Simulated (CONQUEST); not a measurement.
**CdS (Hawleyite) under changes of volume**

One of the cells (24.808 Å³/atom); the others are scaled copies at fixed shape and fractional positions:

```
Cd S
1.0
     4.12455    0.00000    0.00000
     0.00000    4.12455    0.00000
     0.00000    0.00000    5.83300
Cd S
2 2
Direct
  0.00000 0.00000 0.00000
  0.50000 0.50000 0.50000
  0.00000 0.50000 0.25000
  0.50000 0.00000 0.75000
```

```yaml
Program: CONQUEST 1.3
Functional: PBEsol
Potentials_or_basis: PseudoDojo NC PBEsol, DZP, grid of 40 × 40 × 60 points
k_mesh: 7 × 7 × 5
Occupations: fermi-dirac, width 0.05 eV
Spin: no spin polarisation
```

| volume (Å³/atom) | energy over the lowest point (meV/atom) | pressure (GPa) | gap on the mesh (eV) |
| --- | --- | --- | --- |
| 23.319 | 25.29 | 5.0 | 1.36 |
| 23.815 | 12.35 | 3.4 | 1.30 |
| 24.312 | 4.00 | 2.0 | 1.24 |
| 24.808 | 0.04 | 0.6 | 1.19 |
| 25.304 | 0.00 | -0.6 | 1.14 |
| 25.800 | ? | ? | ? |
| 26.296 | 10.50 | -2.7 | 1.04 |

**Question.** What does the run at 25.800 Å³/atom give?

**Answer.** Energy over the lowest point 3.71 meV/atom; pressure -1.7 GPa; gap on the mesh 1.08 eV.

Worked out: A Birch-Murnaghan fit of order 3 (a polynomial in V^(-2/3)) to the other rows has its minimum at 25.06 Å³/atom with B0 = V·E''(V) = 62 GPa and B' = 3.3. It gives 3.58 meV/atom at 25.800 Å³/atom, against the run's 3.71, and -dE/dV = -1.7 GPa, against -1.7. A straight line through the other rows of the gap, of slope -2.65 eV per unit of ln V, gives 1.09 eV, against the run's 1.08.

Energies are extrapolated to zero smearing.

Caveats: an odd mesh through Γ misses points on the zone boundary, where band edges often lie; the basis of atomic orbitals isn't converged, which shifts pressures, moduli and gaps; the real-space grid breaks the cell's symmetry a little (some runs). Spin-orbit coupling on Cd is left out.
